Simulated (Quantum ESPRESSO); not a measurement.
TiSe:

```
Se Ti
1.0
     4.17836    0.00000    0.00000
     0.00000    4.17836    0.00000
     0.00000    0.00000    5.98442
Se Ti
2 2
Direct
  0.00000 0.50000 0.76056
  0.50000 0.00000 0.23944
  0.00000 0.00000 0.00000
  0.50000 0.50000 0.00000
```

The cell comes from a database or a generator and needn't be the stable form of this composition.

Base run:

| Quantity | Value |
| --- | --- |
| Program | Quantum ESPRESSO 7.5 |
| Functional | PBEsol |
| Potentials or basis | GBRV 1.5 PBEsol |
| Cutoff | 612 eV |
| Density cutoff | 4898 eV |
| k mesh | 7 × 7 × 5 |
| Occupations | fermi-dirac, width 0.05 eV |
| Spin | no spin polarisation |

Its results: band gap on the k mesh none (metal or under the smearing width); pressure -2.9 GPa; largest force 0.341 eV/Å.

Question: The run is repeated on the same cell with these changes: functional from PBEsol to LDA; potentials or basis from GBRV 1.5 PBEsol to GBRV 1.5 LDA. What comes out?

Answer: Band gap on the k mesh none (metal or under the smearing width); pressure -4.9 GPa; largest force 0.612 eV/Å.

Caveats: this functional lacks dispersion, which binds the layers, so the pressure and a relaxed spacing across them are unreliable (some runs); some levels on the path didn't converge (some runs).
